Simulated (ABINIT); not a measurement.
**BP in ABINIT: the effect of dispersion**

BP:

```
P B
1.0
     0.00000    2.26900    2.26900
     2.26900    0.00000    2.26900
     2.26900    2.26900    0.00000
P B
1 1
Direct
  0.75000 0.75000 0.75000
  0.00000 0.00000 0.00000
```

Alike in all runs:

| Item | Value |
| --- | --- |
| Program | ABINIT 10.8.3 (patched build) |
| Task | equation of state |
| Functional | PBE |
| Potentials or basis | JTH PAW PBE v2.0 |
| Cutoff | 544 eV |
| k mesh | 10 × 10 × 10 |
| Occupations | fermi-dirac, width 0.05 eV |
| Spin | no spin polarisation |

| dispersion | V0 of scaled cells (Å³/atom) | B0 (GPa) |
| --- | --- | --- |
| none | ? | ? |
| D3 | 11.59 | 167 |
| D3(BJ) | 11.46 | 171 |
| D4 | 11.43 | 171 |

Question: What does the run with dispersion none give?

Answer: V0 of scaled cells 11.77 Å³/atom; B0 162 GPa.

Caveats: pressures at fixed basis lie under the slope of the energies.
